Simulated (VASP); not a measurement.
# TiB2 (P6/mmm) in VASP: a series of runs

One crystal, TiB2, is run at these levels: PBEsol; tasks: relaxation of cell and atoms.

Program: VASP 6.6.1. These are calculated values, not measurements. Logs are shortened: lines on timing, memory, paths and dates and some standing lists are left out, and cuts for length are marked.

## (1) The structure

Symmetry: P6/mmm, No. 191, hexagonal system. Conventional cell: a = 2.984 Å, b = 2.984 Å, c = 3.326 Å, α = 90.00°, β = 90.00°, γ = 120.00°. Ti (site symmetry 6/mmm) has 12 B at 2.39 Å as nearest neighbours. B (site symmetry -6m2) has 3 B at 1.72 Å as nearest neighbours.

The cell was built by a generator and needn't be a form met in nature.

## (2) Relaxation of cell and atoms, PBEsol

INCAR

```
PREC = Accurate
ENCUT = 600
EDIFF = 1E-6
ISMEAR = 1
SIGMA = 0.1
LREAL = F
LASPH = T
NELM = 80
ALGO = Normal
ISIF = 3
LWAVE = F
LCHARG = F
GGA = PS
IBRION = 2
NSW = 90
EDIFFG = -0.01
```

KPOINTS

```
regular mesh
0
Gamma
  15 15 11
```

POSCAR

```
TiB2
1.0
    2.9843719800      0.0000000000      0.0000000000
   -1.4921859900      2.5845419500      0.0000000000
    0.0000000000      0.0000000000      3.3261155200
Ti B
1 2
Direct
    0.0000000000      0.0000000000      0.0000000000
    0.3333333300      0.6666666700      0.5000000000
    0.6666666700      0.3333333300      0.5000000000
```

Potentials or basis: VASP PAW PBE potentials, release 64 (Ti_sv, B).

On the command line:

```console
$ cat potpaw_PBE.64/Ti_sv/POTCAR potpaw_PBE.64/B/POTCAR > POTCAR
$ mpirun -np 1 vasp_std > vasp.out
```

OUTCAR:

```text
PREC = Accurate
   ENCUT = 600
   EDIFF = 1E-6
   ISMEAR = 1
   LREAL = F
   LASPH = T
   NELM = 80
   ISIF = 3
   GGA = PS
   IBRION = 2
   NSW = 90
   EDIFFG = -0.01

 ion  position               nearest neighbor table
   1  0.000  0.000  0.000-   2 2.39   3 2.39   2 2.39   3 2.39   3 2.39   3 2.39   2 2.39   2 2.39
                             3 2.39   3 2.39   2 2.39   2 2.39
   2  0.333  0.667  0.500-   3 1.72   3 1.72   3 1.72   1 2.39   1 2.39   1 2.39   1 2.39   1 2.39
                             1 2.39
   3  0.667  0.333  0.500-   2 1.72   2 1.72   2 1.72   1 2.39   1 2.39   1 2.39   1 2.39   1 2.39
                             1 2.39

  LATTYP: Found a hexagonal cell.
 ALAT       =     2.9843719800
 C/A-ratio  =     1.1145110403

  Lattice vectors:

 A1 = (   2.9843719800,   0.0000000000,   0.0000000000)
 A2 = (  -1.4921859900,   2.5845419500,   0.0000000000)
 A3 = (   0.0000000000,   0.0000000000,   3.3261155200)

Analysis of symmetry for initial positions (statically):
=====================================================================
 Subroutine PRICEL returns:
 Original cell was already a primitive cell.

 Routine SETGRP: Setting up the symmetry group for a
 hexagonal supercell.

 Subroutine GETGRP returns: Found 24 space group operations
 (whereof 24 operations were pure point group operations)
 out of a pool of 24 trial point group operations.

The static configuration has the point symmetry D_6h.

Analysis of symmetry for dynamics (positions and initial velocities):
=====================================================================
 Subroutine PRICEL returns:
 Original cell was already a primitive cell.

 Routine SETGRP: Setting up the symmetry group for a
 hexagonal supercell.

 Subroutine GETGRP returns: Found 24 space group operations
 (whereof 24 operations were pure point group operations)
 out of a pool of 24 trial point group operations.

The dynamic configuration has the point symmetry D_6h.

 Subroutine INISYM returns: Found 24 space group operations
 (whereof 24 operations are pure point group operations),
 and found     1 'primitive' translations

----------------------------------------------------------------------------------------

                                     Primitive cell

  volume of cell :      25.6551

  direct lattice vectors                    reciprocal lattice vectors
     2.984371980  0.000000000  0.000000000     0.335078873  0.193457878  0.000000000
    -1.492185990  2.584541950  0.000000000     0.000000000  0.386915755  0.000000000
     0.000000000  0.000000000  3.326115520     0.000000000  0.000000000  0.300651013

  length of vectors
     2.984371980  2.984371981  3.326115520     0.386915755  0.386915755  0.300651013

  position of ions in fractional coordinates (direct lattice)
     0.000000000  0.000000000  0.000000000
     0.333333330  0.666666670  0.500000000
     0.666666670  0.333333330  0.500000000

[... 78 lines left out ...]
   LREAL  =      F    real-space projection
   EDIFFG = -.1E-01   stopping-criterion for IOM
   NSW    =     90    number of steps for IOM
   IBRION =      2    ionic relax: 0-MD 1-quasi-New 2-CG
   NFREE  =      1    steps in history (QN), initial steepest desc. (CG)
   ISIF   =      3    stress and relaxation
   ISYM   =      2    0-nonsym 1-usesym 2-fastsym
   POTIM  = 0.5000    time-step for ionic-motion
   TEBEG  =    0.0;   TEEND  =   0.0 temperature during run
   PSTRESS=    0.0 pullay stress
   NELECT =      18.0000    total number of electrons
   NUPDOWN=      -1.0000    fix difference up-down
   EMIN   =  10.00;   EMAX   =-10.00  energy-range for DOS
   EFERMI =   0.00;   METHOD = LEGACY
   ISMEAR =     1;   SIGMA  =   0.10  broadening in eV -4-tet -1-fermi 0-gaus
   EFERMI_NEDOS =   21; number of points for ismear=-14 and -15
   IALGO  =     38    algorithm
   IMIX   =      4    mixing-type and parameters
     AMIX     =   0.40;   BMIX     =  1.00
     AMIX_MAG =   1.60;   BMIX_MAG =  1.00
  volume/ion in A,a.u.               =       8.55        57.71
  Fermi-wavevector in a.u.,A,eV,Ry     =   1.454703  2.748990 28.792121  2.116161
  Thomas-Fermi vector in A             =   2.571823
   LORBIT       =      0    0 simple, 1 ext, 2 COOP (PROOUT), +10 PAW based schemes
   GGA     = PS    functional components
   LHFCALC =     F    Hartree Fock is set to
   AEXX    =    0.0000 exact exchange contribution
   IVDW    =     0    specifies the selected vdW correction
   LEPSILON=     F    determine dielectric tensor
   LRPA    =     F    only Hartree local field effects (RPA)
 conjugate gradient relaxation of ions
 non-spin polarized calculation
 Methfessel and Paxton  Order N= 1 SIGMA  =   0.10
  energy-cutoff  :      600.00
  volume of cell :       25.66
 maximum number of plane-waves:       873
 NGX is ok and might be reduce to    24
   NGX = 11   NGY = 11   NGZ = 13

--------------------------------------- Ionic step        1  -------------------------------------------

 number of electron      18.0000004 magnetization

 Free energy of the ion-electron system (eV)
  ---------------------------------------------------
  ext. energy  EPLUGINS =         0.00000000
  ---------------------------------------------------
  free energy    TOTEN  =       -25.72733408 eV

  energy without entropy =      -25.72736962  energy(sigma->0) =      -25.72734592

 E-fermi :   9.8950     XC(G=0): -12.8629

 val. band max:        9.8602384110   @ k =   0.3333   0.2000   0.0000
 cond. band min:       9.9296220559   @ k =   0.4000   0.1333   0.0000
 fundamental gap:      0.0693836449
 Fermi energy:         9.8950422168

 k-point     1 :       0.0000    0.0000    0.0000
  band No.  band energies     occupation
      1     -46.8684      2.00000
      2     -23.3609      2.00000
      3     -22.9637      2.00000
      4     -22.9637      2.00000
      5      -3.6303      2.00000
      6       7.0967      2.00000
      7       7.6027      2.00000
      8       7.6027      2.00000
      9       7.6174      2.00000
     10      11.7720     -0.00000
     11      11.7720     -0.00000
     12      13.3097      0.00000
     13      13.3097      0.00000
[... 589 lines left out ...]
--------------------------------------- Ionic step        7  -------------------------------------------

 number of electron      18.0000004 magnetization

 Free energy of the ion-electron system (eV)
  ---------------------------------------------------
  ext. energy  EPLUGINS =         0.00000000
  ---------------------------------------------------
  free energy    TOTEN  =       -25.79409630 eV

  energy without entropy =      -25.79383018  energy(sigma->0) =      -25.79400760

 E-fermi :  10.1301     XC(G=0): -12.9716

 val. band max:       10.1066072982   @ k =   0.0667   0.0667   0.2727
 cond. band min:      10.1335462923   @ k =   0.0000   0.0000   0.3636
 fundamental gap:      0.0269389941
 Fermi energy:        10.1301403779

 k-point     1 :       0.0000    0.0000    0.0000
  band No.  band energies     occupation
      1     -46.5085      2.00000
      2     -22.9689      2.00000
      3     -22.6462      2.00000
      4     -22.6462      2.00000
      5      -3.4369      2.00000
      6       7.4290      2.00000
      7       7.4290      2.00000
      8       7.9295      2.00000
      9       7.9559      2.00000
     10      12.0875     -0.00000
     11      12.0875     -0.00000
     12      13.9682      0.00000
     13      13.9682      0.00000
[... 398 lines left out ...]
  FREE ENERGIE OF THE ION-ELECTRON SYSTEM (eV)
  ---------------------------------------------------
  free  energy   TOTEN  =       -25.7940963025 eV

  energy  without entropy=      -25.7938301808  energy(sigma->0) =      -25.79400760

 reached required accuracy - stopping structural energy minimisation
```

CONTCAR:

```text
TiB2
   1.00000000000000
     3.0185527621431727    0.0000000000000000   -0.0000000000000000
    -1.5092763810715863    2.6141433756908738    0.0000000000000000
    -0.0000000000000000   -0.0000000000000000    3.1862381411389293
  Ti              B
     1     2
Direct
     0.0000000000000000    0.0000000000000000    0.0000000000000000
     0.3333333300000021    0.6666666699999979    0.5000000000000000
     0.6666666699999979    0.3333333300000021    0.5000000000000000

  0.00000000E+00  0.00000000E+00  0.00000000E+00
  0.00000000E+00  0.00000000E+00  0.00000000E+00
  0.00000000E+00  0.00000000E+00  0.00000000E+00
```

Wall time 1.7 min (1 thread of Intel Xeon Platinum 8488C (Sapphire Rapids), shared host); peak memory 0.2 GiB.

Results:

| Item | Value |
| --- | --- |
| Free energy | -25.7941 eV |
| Relaxed volume | 8.38 Å³/atom |
| Relaxed cell | a = 3.019 Å, b = 3.019 Å, c = 3.186 Å, α = 90.00°, β = 90.00°, γ = 120.00° |
| Space group after relaxing (to 0.05 Å) | P6/mmm (No. 191) |
| Energy gained by relaxing | 22.3 meV/atom |
| Ionic steps | 7 |
| Pressure after relaxing | 0.0 GPa |
| Band gap on the k mesh | none (metal or under the smearing width) |

The path:
```csv
step,energy change (eV),largest force (eV/Å),pressure (GPa),volume (Å³)
1,0.0000,0.0000,-2.89,25.66
2,-0.0665,0.0000,0.82,25.06
3,-0.0666,0.0000,0.73,25.08
4,-0.0666,0.0000,0.63,25.09
5,-0.0666,0.0000,-0.75,25.22
6,-0.0667,0.0000,-0.08,25.15
7,-0.0668,0.0000,-0.03,25.14
```

Final structure:
```cif
data_structure
_symmetry_space_group_name_H-M 'P 1'
_symmetry_Int_Tables_number 1
_cell_length_a 3.0186
_cell_length_b 3.0186
_cell_length_c 3.1862
_cell_angle_alpha 90.000
_cell_angle_beta 90.000
_cell_angle_gamma 120.000
_cell_volume 25.14
loop_
_atom_site_label
_atom_site_type_symbol
_atom_site_fract_x
_atom_site_fract_y
_atom_site_fract_z
_atom_site_occupancy
Ti1 Ti 0.00000 0.00000 0.00000 1
B1 B 0.33333 0.66667 0.50000 1
B2 B 0.66667 0.33333 0.50000 1
```

Caveat: the PAW data sets were made with another functional, which shifts forces and pressure a little.

## (3) Relaxation of cell and atoms, PBEsol

This run uses another cell than the first one, of 8.38 Å³/atom, 0.980 times its volume.

INCAR, as its differences from that of step 2:

```diff
@@ -2,3 +2,3 @@
 ENCUT = 600
-EDIFF = 1E-6
+EDIFF = 1E-7
 ISMEAR = 1
@@ -15,2 +15,2 @@
 NSW = 90
-EDIFFG = -0.01
+EDIFFG = -0.005
```

KPOINTS is that of step 2.

POSCAR

```
TiB2                                    
1.0
    3.0185527621      0.0000000000     -0.0000000000
   -1.5092763811      2.6141433757      0.0000000000
   -0.0000000000     -0.0000000000      3.1862381411
  Ti              B             
     1     2
Direct
     0.0000000000000000    0.0000000000000000    0.0000000000000000
     0.3333333300000021    0.6666666699999979    0.5000000000000000
     0.6666666699999979    0.3333333300000021    0.5000000000000000
```

Potentials or basis: VASP PAW PBE potentials, release 64 (Ti_sv, B).

On the command line:

```console
$ cat potpaw_PBE.64/Ti_sv/POTCAR potpaw_PBE.64/B/POTCAR > POTCAR
$ mpirun -np 1 vasp_std > vasp.out
```

OUTCAR:

```text
PREC = Accurate
   ENCUT = 600
   EDIFF = 1E-7
   ISMEAR = 1
   LREAL = F
   LASPH = T
   NELM = 80
   ISIF = 3
   GGA = PS
   IBRION = 2
   NSW = 90
   EDIFFG = -0.005

 ion  position               nearest neighbor table
   1  0.000  0.000  0.000-   2 2.36   3 2.36   2 2.36   3 2.36   3 2.36   3 2.36   2 2.36   2 2.36
                             3 2.36   3 2.36   2 2.36   2 2.36
   2  0.333  0.667  0.500-   3 1.74   3 1.74   3 1.74   1 2.36   1 2.36   1 2.36   1 2.36   1 2.36
                             1 2.36
   3  0.667  0.333  0.500-   2 1.74   2 1.74   2 1.74   1 2.36   1 2.36   1 2.36   1 2.36   1 2.36
                             1 2.36

  LATTYP: Found a hexagonal cell.
 ALAT       =     3.0185527621
 C/A-ratio  =     1.0555515812

  Lattice vectors:

 A1 = (   3.0185527621,   0.0000000000,   0.0000000000)
 A2 = (  -1.5092763811,   2.6141433757,   0.0000000000)
 A3 = (   0.0000000000,   0.0000000000,   3.1862381411)

Analysis of symmetry for initial positions (statically):
=====================================================================
 Subroutine PRICEL returns:
 Original cell was already a primitive cell.

[... 192 lines left out ...]
     11      12.0876     -0.00000
     12      13.9681      0.00000
     13      13.9681      0.00000
[... 354 lines left out ...]
  band No.  band energies     occupation
      1     -46.4449      2.00000
      2     -23.0275      2.00000
      3     -22.8887      2.00000
      4     -22.8417      2.00000
      5       1.2190      2.00000
      6       1.2602      2.00000
      7       4.2187      2.00000
      8       7.4219      2.00000
      9       9.5602      2.00000
     10      10.0774      1.76961
     11      12.1783      0.00000
     12      12.8671      0.00000
     13      16.0036      0.00000

 [... further k-points ...]

------------------------ aborting loop because EDIFF is reached ----------------------------------------

  FORCE on cell =-STRESS in cart. coord.  units (eV):
  Direction    XX          YY          ZZ          XY          YZ          ZX
  --------------------------------------------------------------------------------------
  -------------------------------------------------------------------------------------
  Total        0.0047445      0.0047445     -0.0025410     -0.0000000     -0.0000000      0.0000000
  in kB        0.3023370      0.3023370     -0.1619230     -0.0000000     -0.0000000      0.0000000
  external PRESSURE =       0.1475837 kB  Pullay stress =       0.0000000 kB

 VOLUME and BASIS-vectors are now :
 -----------------------------------------------------------------------------
  energy-cutoff  :      600.00
  volume of cell :       25.14
      direct lattice vectors                 reciprocal lattice vectors
     3.018552762  0.000000000  0.000000000     0.331284585  0.191267244  0.000000000
    -1.509276381  2.614143376  0.000000000     0.000000000  0.382534489  0.000000000
     0.000000000  0.000000000  3.186238141     0.000000000  0.000000000  0.313849736

 POSITION                                       TOTAL-FORCE (eV/Angst)
 -----------------------------------------------------------------------------------
      0.00000      0.00000      0.00000        -0.000000      0.000000      0.000000
     -0.00000      1.74276      1.59312        -0.000000     -0.000000      0.000000
      1.50928      0.87138      1.59312         0.000000      0.000000     -0.000000
 -----------------------------------------------------------------------------------
    total drift:                                0.000000     -0.000000     -0.000000

  FREE ENERGIE OF THE ION-ELECTRON SYSTEM (eV)
  ---------------------------------------------------
  free  energy   TOTEN  =       -25.7938065103 eV

  energy  without entropy=      -25.7935407223  energy(sigma->0) =      -25.79371791

 reached required accuracy - stopping structural energy minimisation
```

OSZICAR:

```text
N       E                     dE             d eps       ncg     rms          rms(c)
DAV:   1     0.135689455103E+03    0.13569E+03   -0.10191E+04  4212   0.176E+03
DAV:   2    -0.202919192930E+02   -0.15598E+03   -0.15201E+03  4292   0.420E+02
DAV:   3    -0.304699655432E+02   -0.10178E+02   -0.10057E+02  6122   0.991E+01
DAV:   4    -0.308340358038E+02   -0.36407E+00   -0.36362E+00  5455   0.171E+01
DAV:   5    -0.308436740110E+02   -0.96382E-02   -0.96378E-02  6057   0.247E+00    0.175E+01
DAV:   6    -0.257530435777E+02    0.50906E+01   -0.25133E+01  5568   0.604E+01    0.397E+00
DAV:   7    -0.257927708521E+02   -0.39727E-01   -0.15329E+00  4633   0.146E+01    0.347E+00
DAV:   8    -0.258024644228E+02   -0.96936E-02   -0.16211E-01  6234   0.369E+00    0.730E-01
DAV:   9    -0.257943285502E+02    0.81359E-02   -0.64082E-02  5652   0.333E+00    0.244E-01
DAV:  10    -0.257938565114E+02    0.47204E-03   -0.49554E-03  5311   0.100E+00    0.900E-02
DAV:  11    -0.257938300974E+02    0.26414E-04   -0.20002E-04  5971   0.185E-01    0.571E-02
DAV:  12    -0.257938077953E+02    0.22302E-04   -0.16308E-04  5447   0.173E-01    0.106E-02
DAV:  13    -0.257938064640E+02    0.13314E-05   -0.11440E-05  5173   0.458E-02    0.150E-03
DAV:  14    -0.257938065103E+02   -0.46313E-07   -0.21860E-07  4319   0.534E-03
   1 F= -.25793807E+02 E0= -.25793718E+02  d E =-.257938E+02
```

CONTCAR:

```text
TiB2
   1.00000000000000
     3.0185527621000001    0.0000000000000000    0.0000000000000000
    -1.5092763811000001    2.6141433756999999    0.0000000000000000
     0.0000000000000000    0.0000000000000000    3.1862381411000000
  Ti              B
     1     2
Direct
     0.0000000000000000    0.0000000000000000    0.0000000000000000
     0.3333333300000021    0.6666666699999979    0.5000000000000000
     0.6666666699999979    0.3333333300000021    0.5000000000000000

  0.00000000E+00  0.00000000E+00  0.00000000E+00
  0.00000000E+00  0.00000000E+00  0.00000000E+00
  0.00000000E+00  0.00000000E+00  0.00000000E+00
```

Run time: 28 s. Hardware: 1 thread of Intel Xeon Platinum 8488C (Sapphire Rapids), shared host; peak memory 0.2 GiB.

What came out:

```
Free energy             : -25.7938 eV
Pressure after relaxing : 0.0 GPa
Band gap on the k mesh  : none (metal or under the smearing width)
```

Final structure:
```xyz
3
Lattice="3.0186 0.0000 0.0000 -1.5093 2.6141 0.0000 0.0000 0.0000 3.1862" Properties=species:S:1:pos:R:3 pbc="T T T"
Ti    0.0000    0.0000    0.0000
B     0.0000    1.7428    1.5931
B     1.5093    0.8714    1.5931
```

Caveat: the relaxation stopped at its first step, so nothing moved; the PAW data sets were made with another functional, which shifts forces and pressure a little.
